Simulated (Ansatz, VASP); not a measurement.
## One calculation of Al, two programs

```
Al
1.0
     2.80636    0.00000    0.00000
     0.00000    2.80636    0.00000
     0.00000    0.00000    2.80636
Al
1
Direct
  0.00000 0.00000 0.00000
```

Alike in both runs: task single point; functional revPBE; k mesh 13 × 13 × 13; occupations fermi-dirac, width 0.1 eV; no spin polarisation.

```csv
,VASP,Ansatz
version,VASP 6.6.1,Ansatz 0.2.0
potentials or method,"VASP PAW PBE potentials, release 64 (Al)","plane waves (420 eV) with PAW, scalar-relativistic"
plane-wave cutoff (eV),520,420
valence electrons in the cell,3,3
```

|  | VASP | Ansatz | Ansatz less VASP |
| --- | --- | --- | --- |
| pressure (GPa) | -3.7 | -3.6 | +0.07 |

The functional is the same, so the differences come from potentials, cutoffs and numerics.

Caveats: the PAW data sets were made with another functional, which shifts forces and pressure a little (VASP).
